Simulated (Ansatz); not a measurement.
Ni:

```
CELL_PARAMETERS angstrom
0.00000 1.73757 1.73757
1.73757 0.00000 1.73757
1.73757 1.73757 0.00000
ATOMIC_POSITIONS crystal
Ni 0.00000 0.00000 0.00000
```

Base run:

- Program: Ansatz 0.2.0
- Functional: PBE
- Potentials or basis: all-electron LAPW, scalar-relativistic
- Cutoff: 320 eV (chosen from the basis error)
- Basis error allowed: 0.001 eV/atom
- k mesh: 13 × 13 × 13
- Occupations: gaussian, width 0.012 eV
- Spin: collinear spin, ferromagnetic start
- Starting moments: [1.0] μB

Its results: pressure 8.0 GPa; net moment 0.64 μB per cell; site moments Ni +0.66 μB.

The run is repeated on the same cell with these changes: functional from PBE to PBEsol; occupations from gaussian, width 0.012 eV to fermi-dirac, width 0.05 eV. What comes out?

Pressure -2.4 GPa; net moment 0.63 μB per cell; site moments Ni +0.65 μB.
